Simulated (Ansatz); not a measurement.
Si:

```
Si
1.0
    -2.37137    2.37137    1.32927
     2.37137   -2.37137    1.32927
     2.37137    2.37137   -1.32927
Si
2
Direct
  0.50000 0.50000 0.00000
  0.25000 0.75000 0.50000
```

This isn't the form of Si at room conditions, which is diamond.

```yaml
Program: Ansatz 0.2.0
Task: relaxation of cell and atoms
Functional: RPBE
Dispersion: D4
Potentials_or_basis: Ansatz PAW
Cutoff: "420 eV (not typed: the program's choice for these potentials)"
k_mesh: 11 × 11 × 11
Occupations: fermi-dirac, width 0.05 eV
Spin: no spin polarisation
```

At the start: volume 14.95 Å³/atom.

Where does the relaxation end?

It ends after 9 steps and the volume is 14.37 Å³/atom (-3.8 %); space group I4_1/amd (No. 141, to 0.05 Å).

The path:
```tsv
step	energy change (eV)	largest force (eV/Å)	volume (Å³)
1	0.0000	0.0000	29.90
2	-0.0174	0.0000	28.96
3	-0.0200	0.0000	28.66
4	-0.0229	0.0000	28.65
5	-0.0247	0.0000	28.69
6	-0.0248	0.0000	28.74
7	-0.0248	0.0000	28.75
8	-0.0248	0.0000	28.75
9	-0.0247	0.0000	28.75
```

Final structure:
```
Si
1.0
    -2.37464    2.37464    1.27457
     2.37464   -2.37464    1.27457
     2.37464    2.37464   -1.27457
Si
2
Direct
  0.50000 0.50000 0.00000
  0.25000 0.75000 0.50000
```

Caveat: the plane-wave basis is chosen anew once the cell has moved, so the energies of steps on either side of that aren't comparable; pairwise dispersion overbinds metals, which lowers pressure and volume; the PAW data sets come from PBE, with cores solved anew for the run's functional, which leaves a small shift of forces and pressure.
